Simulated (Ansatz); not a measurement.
SnO:

```xyz
4
Lattice="3.3550 0.0000 0.0000 0.0000 5.6741 0.0000 0.0000 0.0000 4.2220" Properties=species:S:1:pos:R:3 pbc="T T T"
Sn    1.6775    4.3582    0.0555
Sn    0.0000    1.3159    2.1665
O     1.6775    0.6171    1.0000
O     0.0000    5.0570    3.1110
```

The cell comes from a database or a generator and needn't be the stable form of this composition.

Base run:

```yaml
Program: Ansatz 0.2.0
Functional: r2SCAN0
Potentials_or_basis: Ansatz PAW
Cutoff: "500 eV (not typed: the program's choice for these potentials)"
k_mesh: 5 × 3 × 4
Occupations: fermi-dirac, width 0.05 eV
Spin: no spin polarisation
```

Its results: band gap on the k mesh 3.24 eV, indirect (least direct gap 3.84 eV); pressure -5.2 GPa; largest force 1.073 eV/Å.

Problem. After a change of settings the same cell gave: band gap on the k mesh 2.99 eV, indirect (least direct gap 3.59 eV); pressure -3.3 GPa; largest force 0.775 eV/Å. Which change was it?
A. functional from r2SCAN0 to r2SCAN
B. functional from r2SCAN0 to PBE0; cutoff from 500 eV (not typed: the program's choice for these potentials) to 420 eV (not typed: the program's choice for these potentials)
C. functional from r2SCAN0 to HSE06; cutoff from 500 eV (not typed: the program's choice for these potentials) to 420 eV (not typed: the program's choice for these potentials)
D. functional from r2SCAN0 to PBEsol; cutoff from 500 eV (not typed: the program's choice for these potentials) to 420 eV (not typed: the program's choice for these potentials)

Solution. B.

Caveats: odd divisions of the mesh miss points on the zone boundary, where band edges often lie, so the gap on the mesh can be too wide; spin-orbit coupling is left out, which moves the levels of the heavy elements; the PAW data sets come from PBE, with cores solved anew for the run's functional, which leaves a small shift of forces and pressure; the density of states is complete only up to the lowest level of the last band computed; the thresholds are loose for stress; forces of over 1 eV/Å show positions far from the minimum, so gaps and moduli don't describe the material at rest (some runs).
